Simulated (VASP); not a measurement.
A VASP 6.6.1 single-point calculation on HgSe

INCAR

```
NSW = 0
SIGMA = 0.02
ISMEAR = -1
LREAL = .FALSE.
ENCUT = 520
LWAVE = .FALSE.
ISIF = 2
GGA = PE
LCHARG = .FALSE.
NELM = 83
LASPH = .TRUE.
EDIFF = 1E-5
PREC = Accurate
IBRION = -1
NBANDS = 16
```

KPOINTS

```
KPOINTS created by Atomic Simulation Environment
0
Gamma
2 2 2
0 0 0
```

POSCAR

```
Hg Se
 1.0000000000000000
     0.0000000000000000    2.9998851441999999    2.9998851441999999
     2.9998851441999999    0.0000000000000000    2.9998851441999999
     2.9998851441999999    2.9998851441999999    0.0000000000000000
 Hg  Se
   1   1
Cartesian
  0.0000000000000000  0.0000000000000000  0.0000000000000000
  1.4999425720999999  1.4999425720999999  1.4999425720999999
```

The recommended PBE PAW datasets give the neutral cell 18 valence electrons.

Command

```
mpirun -np 1 vasp_std
```

OSZICAR

```
N       E                     dE             d eps       ncg     rms          rms(c)
DAV:   1     0.114318945693E+03    0.11432E+03   -0.82164E+03    96   0.995E+02
DAV:   2     0.587951521246E+00   -0.11373E+03   -0.10353E+03   112   0.242E+02
DAV:   3    -0.318482139606E+01   -0.37728E+01   -0.37584E+01   112   0.458E+01
DAV:   4    -0.319897946290E+01   -0.14158E-01   -0.14154E-01   128   0.287E+00
DAV:   5    -0.319905248281E+01   -0.73020E-04   -0.73020E-04   112   0.183E-01    0.925E+00
DAV:   6    -0.272264251620E+01    0.47641E+00   -0.86117E-01   136   0.116E+01    0.745E+00
DAV:   7    -0.270160948873E+01    0.21033E-01   -0.20302E-01    96   0.277E+00    0.337E+00
DAV:   8    -0.270256758549E+01   -0.95810E-03   -0.20018E-02    96   0.157E+00    0.293E-01
DAV:   9    -0.270272065482E+01   -0.15307E-03   -0.18853E-03    96   0.532E-01    0.895E-02
DAV:  10    -0.270281279174E+01   -0.92137E-04   -0.20018E-04   120   0.149E-01    0.350E-02
DAV:  11    -0.270286209050E+01   -0.49299E-04   -0.90263E-05    96   0.796E-02    0.160E-02
DAV:  12    -0.270286011872E+01    0.19718E-05   -0.59372E-06    88   0.301E-02
   1 F= -.27028601E+01 E0= -.26980863E+01  d E =-.954771E-02
```

Standard output (part)

```
POSCAR found type information on POSCAR HgSe
 POSCAR found :  2 types and       2 ions
 LDA part: xc-table for (Slater+PW92), standard interpolation
 POSCAR, INCAR and KPOINTS ok, starting setup
 WAVECAR not read
 entering main loop
```

From OUTCAR

```
k-points           NKPTS =      3   k-points in BZ     NKDIM =      3   number of bands    NBANDS=     16

   NELECT =      18.0000    total number of electrons

   dimension x,y,z NGX =    32 NGY =   32 NGZ =   32
   dimension x,y,z NGXF=    64 NGYF=   64 NGZF=   64

  energy-cutoff  :      520.00
  volume of cell :       53.99
      direct lattice vectors                 reciprocal lattice vectors
     0.000000000  2.999885144  2.999885144    -0.166673048  0.166673048  0.166673048
     2.999885144  0.000000000  2.999885144     0.166673048 -0.166673048  0.166673048
     2.999885144  2.999885144  0.000000000     0.166673048  0.166673048 -0.166673048

 k-points in reciprocal lattice and weights: KPOINTS created by Atomic Simulation Env
   0.00000000  0.00000000  0.00000000       0.125
   0.50000000  0.00000000  0.00000000       0.500
   0.50000000  0.50000000  0.00000000       0.375

 E-fermi :   2.3619

 k-point     1 :       0.0000    0.0000    0.0000
  band No.  band energies     occupation
      1     -11.3553      2.00000
      2      -5.3310      2.00000
      3      -5.3310      2.00000
      4      -5.3310      2.00000
      5      -4.5731      2.00000
      6      -4.5731      2.00000
      7       1.3574      2.00000
      8       2.3480      1.33333
      9       2.3480      1.33333
     10       2.3480      1.33333
     11       7.6361      0.00000
     12       7.6361      0.00000
     13       7.6361      0.00000
     14      10.8891      0.00000
     15      13.6389      0.00000
     16      13.6389      0.00000

 k-point     2 :       0.5000    0.0000    0.0000
  band No.  band energies     occupation
      1     -10.8126      2.00000
      2      -5.1538      2.00000
      3      -5.1538      2.00000
      4      -4.5193      2.00000
      5      -4.5193      2.00000
      6      -4.1907      2.00000
      7      -3.5559      2.00000
      8       1.2751      2.00000
      9       1.2751      2.00000
     10       3.3722      0.00000
     11       8.4428      0.00000
     12       8.4428      0.00000
     13       9.3976      0.00000
     14      11.6034      0.00000
     15      14.1602      0.00000
     16      14.1602      0.00000

 k-point     3 :       0.5000    0.5000    0.0000
  band No.  band energies     occupation
      1     -10.6289      2.00000
      2      -5.1769      2.00000
      3      -4.7973      2.00000
      4      -4.7973      2.00000
      5      -4.4510      2.00000
      6      -4.1335      2.00000
      7      -3.1193      2.00000
      8      -0.1674      2.00000
      9      -0.1674      2.00000
     10       5.0773      0.00000
     11       5.1001      0.00000
     12      10.9989      0.00000
     13      12.3083      0.00000
     14      12.3083      0.00000
     15      13.9985      0.00000
     16      15.5019      0.00000

  Total        4.2598517      4.2598517      4.2598517      0.0000000      0.0000000      0.0000000
  in kB      126.4041060    126.4041060    126.4041060      0.0000000      0.0000000      0.0000000
  external PRESSURE =     126.4041060 kB  Pullay stress =       0.0000000 kB

 POSITION                                       TOTAL-FORCE (eV/Angst)
 -----------------------------------------------------------------------------------
      0.00000      0.00000      0.00000         0.000000      0.000000      0.000000
      1.49994      1.49994      1.49994        -0.000000      0.000000     -0.000000
 -----------------------------------------------------------------------------------
    total drift:                               -0.000000     -0.000000     -0.000000

  FREE ENERGIE OF THE ION-ELECTRON SYSTEM (eV)
  ---------------------------------------------------
  free  energy   TOTEN  =        -2.7028601187 eV

  energy  without entropy=       -2.6933124062  energy(sigma->0) =       -2.69808626
```

It converged. Results: gap between bands v and c on the k mesh 0.00 eV; least direct gap on the k mesh 0.00 eV; pressure 12.6 GPa. Band v is the last that the valence electrons fill when counted band by band, and c is the next.

These settings aren't sound, so the numbers aren't properties of the crystal.

On sound settings PBE gives a gap of 0.00 eV on its mesh and a pressure of 7.8 GPa for the intended cell.

The run took about 4.7 s on one core of a shared host (Intel Xeon Platinum 8488C) and held 0.17 GiB at most.
